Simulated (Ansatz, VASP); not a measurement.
## Sc: VASP beside Ansatz

```
CELL_PARAMETERS angstrom
-1.91721 1.91721 1.71760
1.91721 -1.91721 1.71760
1.91721 1.91721 -1.71760
ATOMIC_POSITIONS crystal
Sc 0.00000 0.00000 0.00000
```

Alike in both runs: task single point; functional LDA; k mesh 10 × 10 × 10; occupations fermi-dirac, width 0.025 eV; collinear spin; Hubbard terms Sc d U = 3.0 eV.

```csv
,VASP,Ansatz
version,VASP 6.6.1,Ansatz 0.2.0
potentials or method,"VASP PAW LDA potentials, release 64 (Sc_sv), cutoff 520 eV","all-electron LAPW, scalar-relativistic"
```

Ansatz gave:

```
gap on the k mesh at the Fermi level (eV)                     : none
pressure (GPa)                                                : 0.6
largest component of the traceless stress (GPa)               : 1.35
net moment per atom (μB)                                      : 1.17
size of the moment on the site where the two differ most (μB) : 0.92
```

**Question.** What did VASP give for the same quantities?

**Answer.** gap on the k mesh at the Fermi level (eV): none; pressure (GPa): -0.4; largest component of the traceless stress (GPa): 1.91; net moment per atom (μB): 0.09; size of the moment on the site where the two differ most (μB): 0.05.

The net moments differ so much that the two runs ended in different magnetic states, which moves the other rows too. Site moments also hang on the region over which each program counts them. The programs project onto different local orbitals, so the same U acts differently. A gap of «none» marks a metal or a gap that the smearing closes. Ansatz ran all-electron here, so the differences hold the error of VASP's frozen core and of both bases.

Caveats: the U is typed as a test and isn't derived for this compound; the typed start of the occupations wasn't kept (Ansatz); U is the effective U less J, on atomic orbitals that reach past the spheres (Ansatz). The state reached can hang on the start; a lower one may exist.
